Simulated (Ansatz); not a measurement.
## InP under compression and expansion

Space group Fm-3m (No. 225). a = 5.710 Å, b = 5.710 Å, c = 5.710 Å, α = 90.00°, β = 90.00°, γ = 90.00°
```tsv
atom	site	symmetry	x	y	z
In	4a	m-3m	0.0000	0.0000	0.0000
P	4b	m-3m	0.5000	0.0000	0.0000
```

The runs use the primitive cell with vectors (0.000, 2.855, 2.855), (2.855, 0.000, 2.855), (2.855, 2.855, 0.000) Å, to which the k mesh refers.

The structure is cubic, space group Fm-3m (No. 225). The conventional cell has a = 5.710 Å, b = 5.710 Å, c = 5.710 Å, α = 90.00°, β = 90.00°, γ = 90.00°. In (site symmetry m-3m) has 6 P at 2.85 Å as nearest neighbours. P (site symmetry m-3m) is surrounded by 6 In at 2.85 Å.

The geometry is COD entry 1538565, unchecked; take it as a test cell.

No spin–orbit coupling, which matters for the heavy atoms here.

All numbers are computed: DFT, PBE, all-electron LAPW, scalar-relativistic (Ansatz 0.2.0); DFT, PBE, PAW with Ansatz's default frozen-core files, scalar-relativistic (Ansatz 0.2.0).

For LAPW: a Γ-centred 11×11×11 k mesh, Fermi–Dirac smearing of 0.03 eV, basis error target 0.25 meV/atom, no spin polarisation. PAW takes a cutoff of 420 eV at this cell. The Ansatz runs share mesh, smearing and spin set-up. Plane-wave (PAW) pressures include the program's estimate of the Pulay term.

The cell above is scaled evenly, with fractional coordinates and shape held.

| V/V(cell) | V (Å³/atom) | P, LAPW (GPa) | P, PAW (GPa) | free energy over the lowest listed, PAW (meV/atom) |
| --- | --- | --- | --- | --- |
| 0.9400 | 21.875 | -2.04 | -2.05 | 0.0 |
| 0.9405 | 21.887 | -2.07 | -2.08 | 0.1 |
| 0.9600 | 22.340 | -3.31 | -3.32 | 7.8 |
| 0.9700 | 22.573 | -3.88 | -3.89 | 13.1 |
| 0.9800 | 22.806 | -4.40 | -4.41 | 19.1 |
| 0.9900 | 23.038 | -4.89 | -4.90 | 25.9 |
| 1.0000 | 23.271 | -5.36 | -5.37 | 33.3 |
| 1.0100 | 23.504 | -5.80 | -5.81 | 41.5 |
| 1.0200 | 23.737 | -6.21 | -6.22 | 50.2 |
| 1.0300 | 23.969 | -6.60 | -6.61 | 59.5 |
| 1.0400 | 24.202 | -6.96 | -6.96 | 69.4 |
| 1.0600 | 24.667 | -7.60 | -7.61 | 90.6 |
